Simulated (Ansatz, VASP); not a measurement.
# Al: VASP beside Ansatz

```
Al
1.0
     0.00000    2.03515    2.03515
     2.03515    0.00000    2.03515
     2.03515    2.03515    0.00000
Al
1
Cartesian
  0.0000 0.0000 0.0000
```

Alike in both runs: task single point; functional r2SCAN; k mesh 18 × 18 × 18; occupations gaussian, width 0.1 eV; no spin polarisation.

|  | VASP | Ansatz |
| --- | --- | --- |
| version | VASP 6.6.1 | Ansatz 0.2.0 |
| potentials or method | VASP PAW PBE potentials, release 64 (Al) | scalar-relativistic, plane waves, PAW |
| plane-wave cutoff (eV) | 520 | 500 |
| valence electrons in the cell | 3 | 3 |

|  | VASP | Ansatz | Ansatz less VASP |
| --- | --- | --- | --- |
| gap on the k mesh at the Fermi level (eV) | none | none | - |
| pressure (GPa) | -4.9 | -4.7 | +0.27 |

A gap of «none» marks a metal or a gap that the smearing closes.

Caveats: the PAW data sets were made with another functional, which shifts forces and pressure a little (VASP).
